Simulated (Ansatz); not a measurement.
Vibrational response of Ag

The calculation used DFT PBE, scalar-relativistic, plane waves, PAW in Ansatz. Settings: 420 eV plane-wave cutoff, Γ-centred 18×18×6 mesh, Fermi-Dirac smearing of 0.15 eV. No spin polarisation. Phonons by linear response, acoustic sum rule imposed.

The cell, relaxed at this level:
```yaml
crystal:
  lattice:
    - [2.90715, 0.00000, 0.00000]
    - [-1.45358, 2.51767, 0.00000]
    - [0.00000, 0.00000, 7.43644]
  atoms:
    - { symbol: Ag, position: [0.50000, 0.00000, 0.00000] }
    - { symbol: Ag, position: [0.00000, 0.50000, 0.33333] }
    - { symbol: Ag, position: [0.50000, 0.50000, 0.66667] }
```

The cell was found from a structure generator's guess, not taken from experiment. In a metal, frequencies depend on the k mesh and the smearing, soft modes most. This form isn't the element's ground state: it lies 40 meV/atom above the standard structure at this level.

Optical modes at Γ; i marks an imaginary frequency:
| frequency (cm⁻¹) | degeneracy |
| --- | --- |
| 41i | 1 |
| 44 | 2 |
| 74 | 1 |
| 138 | 2 |

1 of the 6 optical modes are unstable, so the structure is a saddle point of the energy and would distort without enlarging its cell.
